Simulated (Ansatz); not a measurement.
Migration of H in SiC

The calculation used Ansatz, DFT PBE, scalar-relativistic, plane waves, PAW. Settings: 420 eV cutoff, 2×2×2 k-mesh, Gaussian smearing of 0.02 eV, no spin polarisation.

Host crystal, relaxed:

```
CELL_PARAMETERS angstrom
3.09412 0.00000 0.00000
-1.54706 2.67959 0.00000
0.00000 0.00000 10.12934
ATOMIC_POSITIONS crystal
Si 0.66667 0.33333 0.93784
Si 0.33333 0.66667 0.43784
Si 0.00000 0.00000 0.68790
Si 0.00000 0.00000 0.18790
C 0.66667 0.33333 0.74981
C 0.33333 0.66667 0.24981
C 0.00000 0.00000 0.50045
C 0.00000 0.00000 0.00045
```

In a supercell of 32 host sites with charge +1, interstitial H hops to an equivalent place, moving 2.82 Å between the relaxed ends. Climbing-image nudged elastic band at fixed cell with images 0 (start) to 6 (end), the path measured over all atoms, converged to 0.05 eV/Å; the order of the saddle wasn't checked, and the small cell leaves errors of about a tenth of an eV. Zero-point motion and tunnelling, which matter for H, are left out.

Supercell rows in host cell vectors: 0 -2 0; -2 0 0; 0 0 -1. H was set at (0.250, 0.625, 0.068) of the host cell.

At the relaxed start H has 1 C at 1.13 Å.

Question: How high is the barrier, and where does the atom pass?

Answer: 0.42 eV at image 1, where H has 1 C at 1.46 Å, 1 C at 1.50 Å, 1 Si at 1.65 Å. An image lies below the start, so the start isn't the lowest place along this path.

Cost: 1 run of about 7.1 core-minutes, on Intel Xeon 6975P-C (Granite Rapids) (shared hosts).